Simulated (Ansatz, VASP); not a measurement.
## InSb in VASP and in Ansatz

```
In Sb
1.0
     0.00000    2.77917    2.77917
     2.77917    0.00000    2.77917
     2.77917    2.77917    0.00000
In Sb
1 1
Direct
  0.00000 0.00000 0.00000
  0.25000 0.25000 0.25000
```

Change from the starting cell: volume scaled by 0.64, LAPW.

Alike in both runs: task single point; functional LDA; k mesh 11 × 11 × 11; occupations fermi-dirac, width 0.1 eV; no spin polarisation.

```csv
,VASP,Ansatz
version,VASP 6.6.1,Ansatz 0.2.0
potentials or method,"VASP PAW LDA potentials, release 64 (In_d, Sb), cutoff 520 eV","all-electron LAPW, scalar-relativistic"
```

```csv
,VASP,Ansatz,Ansatz less VASP
pressure (GPa),60.2,59.8,-0.42
```

Ansatz ran all-electron here, so the differences hold the error of VASP's frozen core and of both bases.

Caveats: the cell as given lies far from equilibrium; so large a pressure means that the cell lies far from this level's equilibrium, or that cutoff or potentials fall short (VASP). The runs have no spin-orbit coupling, so splittings on Sb are missing.
